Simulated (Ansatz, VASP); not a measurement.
**Sc in VASP and in Ansatz**

The input INCAR:

```
SYSTEM = Sc
  PREC = Accurate
  ENCUT = 520
  EDIFF = 1E-7
  ISMEAR = -1
  SIGMA = 0.05
  LREAL = .False.
  LASPH = .True.
  NELM = 80
  ALGO = Normal
  ISIF = 2
  LWAVE = .False.
  LCHARG = .False.
  GGA = PE
  NBANDS = 12
```

File KPOINTS:

```
regular mesh
0
Gamma
  10 10 10
  0 0 0
```

File POSCAR:

```
Sc
1.0
    0.0000000000      2.2600000000      2.2600000000
    2.2600000000      0.0000000000      2.2600000000
    2.2600000000      2.2600000000      0.0000000000
Sc
1
Direct
    0.0000000000      0.0000000000      0.0000000000
```

input.yaml

```yaml
crystal:
  lattice:
    - [0.0, 2.26, 2.26]
    - [2.26, 0.0, 2.26]
    - [2.26, 2.26, 0.0]
  atoms:
    - { symbol: Sc, position: [0.0, 0.0, 0.0] }
hamiltonian:
  xc: pbe
  pseudopotentials: { kind: paw }
kpoints:
  mp_grid: { grid: [10, 10, 10] }
scf:
  occupations: { method: fermi_dirac, width: 0.05 }
output:
  forces: true
  stress: true
  eigenvalues: true
  write_density: true
  write_potential: true
  elf: true
  volumetric_format: npy
```

This isn't the form of Sc at room conditions, which is hcp.

Alike in both runs: task single point; functional PBE; k mesh 10 × 10 × 10; occupations fermi-dirac, width 0.05 eV; no spin polarisation.

|  | VASP | Ansatz |
| --- | --- | --- |
| version | VASP 6.6.1 | Ansatz 0.2.0 |
| potentials or method | VASP PAW PBE potentials, release 64 (Sc_sv) | Ansatz PAW |
| plane-wave cutoff (eV) | 520 | 420 |
| valence electrons in the cell | 11 | 11 |

```csv
,VASP,Ansatz,Ansatz less VASP
gap on the k mesh at the Fermi level (eV),none,none,-
pressure (GPa),3.8,3.8,-0.04
```

A gap of «none» marks a metal or a gap that the smearing closes. The functional is the same, so the differences come from potentials, cutoffs and numerics.
